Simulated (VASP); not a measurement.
# Settings for H₂S: nudged elastic band

H₂S, molecule in box, 3 atoms in the cell. PBE, nudged elastic band; PAW potentials S, H (PBE set). VASP 6.6.1.

Wanted: barrier within 0.02 eV.

Path: H2S through the linear form; Moving images: 3.

The series start from Cutoff ENCUT (eV): 300; SCF threshold EDIFF (eV): 1e-5; PREC: Normal; LREAL: no. Each series keeps the choices made before it, and each single choice may use up half of a tolerance. Times cover all steps of a run.

## Cutoff ENCUT (eV)

| Cutoff ENCUT (eV) | Barrier (eV) | Time (s) |
|---|---|---|
| 250 | 2.873 | 25 |
| 300 | 2.892 | 23 |
| 350 | 2.897 | 32 |
| 400 (reference) | 2.900 | 32 |

## SCF threshold EDIFF (eV)

| SCF threshold EDIFF (eV) | Barrier (eV) | Time (s) |
|---|---|---|
| 0.001 | 2.892 | 17 |
| 0.0001 | 2.892 | 18 |
| 1e-5 | 2.892 | 23 |
| 1e-6 (reference) | 2.892 | 28 |

## PREC

| PREC | Barrier (eV) | Time (s) |
|---|---|---|
| Normal | 2.892 | 17 |
| Accurate | 2.892 | 36 |

## LREAL

| LREAL | Barrier (eV) | Time (s) |
|---|---|---|
| no | 2.892 | 17 |
| Auto | 2.892 | 19 |

## Question

The rows run from the loosest to the tightest (no order: PREC, LREAL). For each series: choose the loosest value from which every tighter one stays within half of the tolerance; where there is no order, keep the first row unless others stay within half of the tolerance and take at least 30 % less time, and then take the fastest.

## Answer

- Cutoff ENCUT (eV): 300
- SCF threshold EDIFF (eV): 0.001
- PREC: Normal
- LREAL: no

## All choices together

| Input | Barrier (eV) | Time (s) |
|---|---|---|
| chosen settings | 2.892 | 17 |
| reference settings throughout | 2.900 | 32 |

The tolerance is met.

## The input

INCAR.step1:
```
  ALGO = Normal
  EDIFF = 0.001
  EDIFFG = -0.02
  ENCUT = 300
  IBRION = 2
  ISIF = 2
  ISMEAR = 0
  ISYM = 0
  LASPH = True
  LCHARG = False
  LREAL = False
  LWAVE = False
  NELM = 100
  NSW = 100
  POTIM = 0.5
  PREC = Normal
  SIGMA = 0.01
```

INCAR.step3, as INCAR.step1 but for:
```
- EDIFFG = -0.02
- IBRION = 2
- ISIF = 2
- POTIM = 0.5
+ EDIFFG = -0.05
+ IBRION = 1
+ IMAGES = 3
+ POTIM = 0.3
+ SPRING = -5
```

KPOINTS:
```
k-points
0
Gamma
  1 1 1
```

00/POSCAR:
```
H2S
1.0
    9.0000000000      0.0000000000      0.0000000000
    0.0000000000      6.5000000000      0.0000000000
    0.0000000000      0.0000000000      9.0000000000
S H
1 2
Direct
    0.5000027419      0.4999998834      0.4302661014
    0.6080013675      0.5000000085      0.5348668949
    0.3919958906      0.5000001081      0.5348670036
```

01/POSCAR:
```
H2S
1.0
    9.0000000000      0.0000000000      0.0000000000
    0.0000000000      6.5000000000      0.0000000000
    0.0000000000      0.0000000000      9.0000000000
S H
1 2
Direct
    0.5000009791      0.4999999341      0.4605758186
    0.6346761348      0.5000000072      0.5197121734
    0.3653228862      0.5000000587      0.5197120080
```

02/POSCAR:
```
H2S
1.0
    9.0000000000      0.0000000000      0.0000000000
    0.0000000000      6.5000000000      0.0000000000
    0.0000000000      0.0000000000      9.0000000000
S H
1 2
Direct
    0.5000000000      0.5000000000      0.5000000000
    0.6500000000      0.5000000000      0.5000000000
    0.3500000000      0.5000000000      0.5000000000
```

03/POSCAR:
```
H2S
1.0
    9.0000000000      0.0000000000      0.0000000000
    0.0000000000      6.5000000000      0.0000000000
    0.0000000000      0.0000000000      9.0000000000
S H
1 2
Direct
    0.4999992531      0.5000000050      0.5394242620
    0.6346765041      0.5000000130      0.4802879156
    0.3653242428      0.4999999819      0.4802878224
```

04/POSCAR:
```
H2S
1.0
    9.0000000000      0.0000000000      0.0000000000
    0.0000000000      6.5000000000      0.0000000000
    0.0000000000      0.0000000000      9.0000000000
S H
1 2
Direct
    0.4999979141      0.5000000089      0.5697336894
    0.6080026678      0.5000000257      0.4651330831
    0.3919994181      0.4999999654      0.4651332275
```

POSCAR.step1:
```
H2S
1.0
    9.0000000000      0.0000000000      0.0000000000
    0.0000000000      6.5000000000      0.0000000000
    0.0000000000      0.0000000000      9.0000000000
S H
1 2
Direct
    0.5000000000      0.5000000000      0.4305341630
    0.6079009701      0.5000000000      0.5347329185
    0.3920990299      0.5000000000      0.5347329185
```

POSCAR.step2:
```
H2S
1.0
    9.0000000000      0.0000000000      0.0000000000
    0.0000000000      6.5000000000      0.0000000000
    0.0000000000      0.0000000000      9.0000000000
S H
1 2
Direct
    0.5000000000      0.5000000000      0.5694658370
    0.6079009701      0.5000000000      0.4652670815
    0.3920990299      0.5000000000      0.4652670815
```

Commands (each step's output is kept before the next begins):
```
cat potpaw_PBE.64/S/POTCAR potpaw_PBE.64/H/POTCAR > POTCAR
cp INCAR.step1 INCAR
cp POSCAR.step1 POSCAR
mpirun -np 2 vasp_gam > vasp.out
cp POSCAR.step2 POSCAR
mpirun -np 2 vasp_gam > vasp.out
# 00 and 04 hold the relaxed ends; the images between are interpolated (pair-distance (IDPP), through a guessed midpoint)
cp INCAR.step3 INCAR
mpirun -np 3 vasp_gam > vasp.out
```

The chosen input took VASP 6.6.1 17 s on 3 cores (AMD EPYC 9R45 (Zen 5)), a shared host.
